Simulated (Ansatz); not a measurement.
# SnO2: the cost of one run

Method: DFT PBE, scalar-relativistic, plane waves, PAW, in Ansatz 0.2.0.

1 further run of the same task is left out (set aside as unsound or not needed).

## 1. The structure to begin with

Symmetry: I4_1/amd, No. 141, tetragonal system. The conventional cell has a = 4.052 Å, b = 4.052 Å, c = 10.363 Å, α = 90.00°, β = 90.00°, γ = 90.00°. Sn (site symmetry -4m2) is surrounded by 6 O at 2.09 to 2.10 Å. O (site symmetry 2mm) has 3 Sn at 2.09 to 2.10 Å as nearest neighbours.

Coordinates:

```cif
data_structure
_symmetry_space_group_name_H-M 'I4_1/amd:1'
_symmetry_Int_Tables_number 141
_cell_length_a 4.0523
_cell_length_b 4.0523
_cell_length_c 10.3628
_cell_angle_alpha 90.000
_cell_angle_beta 90.000
_cell_angle_gamma 90.000
_cell_volume 170.17
loop_
_atom_site_label
_atom_site_type_symbol
_atom_site_symmetry_multiplicity
_atom_site_Wyckoff_symbol
_atom_site_fract_x
_atom_site_fract_y
_atom_site_fract_z
_atom_site_occupancy
Sn1 Sn 4 a 0.00000 0.50000 0.25000 1
O1 O 8 e 0.50000 0.50000 0.29759 1
```

It goes back to an entry of the Materials Project, which need not be the stable form.

This cell was relaxed beforehand with the same method: volume 14.18 Å³/atom, gap on the mesh 1.32 eV.

## 2. The undisturbed cell

The input, input.yaml:

```yaml
crystal:
  lattice:
    - [-2.0261375591, 2.0261375591, 5.1813792081]
    - [2.0261375591, -2.0261375591, 5.1813792081]
    - [2.0261375591, 2.0261375591, -5.1813792081]
  atoms:
    - { symbol: Sn, position: [0.75, 0.25, 0.5] }
    - { symbol: Sn, position: [0.0, 0.0, 0.0] }
    - { symbol: O, position: [0.7975932601, 0.7975932601, 0.0] }
    - { symbol: O, position: [0.9524067399, 0.4524067399, 0.5] }
    - { symbol: O, position: [0.2024067399, 0.2024067399, 0.0] }
    - { symbol: O, position: [0.5475932601, 0.0475932601, 0.5] }
basis:
  ecutwfc: 420
kpoints:
  mp_grid: { grid: [10, 10, 10] }
hamiltonian:
  xc: pbe
scf:
  occupations: { method: gaussian, width: 0.05 }
output:
  forces: true
  stress: true
  eigenvalues: true
  write_density: true
  write_potential: true
  elf: true
  volumetric_format: npy
```

The run is started by

```console
ansatz run input.yaml --threads 2 --pin off --max-ram 5120MiB --backend cpu --events-out ev --progress --plain --runs-dir out
```

Q: Estimate wall time and peak memory on 2 threads of Intel Xeon 6975P-C (Granite Rapids), shared host.

About 6.1 s, with a peak of 0.64 GiB.
